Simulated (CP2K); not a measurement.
Runs of CP2K 2026.2 on Al. It takes space group Im-3m (No. 229, cubic). Conventional cell: a = 3.182 Å, b = 3.182 Å, c = 3.182 Å, α = 90.00°, β = 90.00°, γ = 90.00°. Al (site symmetry m-3m) has 8 Al at 2.76 Å as nearest neighbours. This isn't the form of Al at room conditions, which is fcc.

| task | level | potentials or basis | cell | smearing | EPS_DEFAULT | k points reduced by the point group | NGRIDS | basis sets | potentials | gap on the mesh (eV) | pressure (GPa) |
| --- | --- | --- | --- | --- | --- | --- | --- | --- | --- | --- | --- |
| band structure | LDA | GTH_POTENTIALS Al GTH-PADE-q3; TZVP-MOLOPT-PBE-GTH basis | as given | fermi-dirac 0.05 eV | 1.0E-9 | yes | 4 | Al TZVP-MOLOPT-PBE-GTH-q3 | Al GTH-PADE-q3 of GTH_POTENTIALS | none | -0.1 |
| single point | LDA | GTH_POTENTIALS Al GTH-PADE-q3; TZVP-MOLOPT-PBE-GTH basis | as given | gaussian 0.02 eV | 1.0E-10 | yes | 4 | Al TZVP-MOLOPT-PBE-GTH-q3 | Al GTH-PADE-q3 of GTH_POTENTIALS | none | -0.2 |
| relaxation of cell and atoms | LDA | GTH_POTENTIALS Al GTH-PADE-q3; TZVP-MOLOPT-PBE-GTH basis | relaxed | gaussian 0.01 eV | 1.0E-10 | - | 5 | Al TZVP-MOLOPT-PBE-GTH-q3 | Al GTH-PADE-q3 of GTH_POTENTIALS | none | 0.0 |
| band structure | r2SCAN | POTENTIAL_UZH Al GTH-SCAN-q3; TZVP-MOLOPT-SCAN-GTH basis | as given | fermi-dirac 0.05 eV | 1.0E-9 | yes | 5 | Al TZVP-MOLOPT-SCAN-GTH-q3 | Al GTH-SCAN-q3 of POTENTIAL_UZH | none | (a) |

Alike in all rows: no spin polarisation; k mesh 12 × 12 × 12.

Q: Estimate the missing entries.

A: (a) 0.2.

Caveats: the basis of atomic orbitals isn't converged, which shifts pressures, moduli and gaps; the printed path begins after the first move (some runs); the real-space grid breaks the cell's symmetry a little (some runs).

A k mesh can miss the band edges.

A gap of «none» marks a metal or a gap under the smearing width.

Not every run made on this cell is shown here.
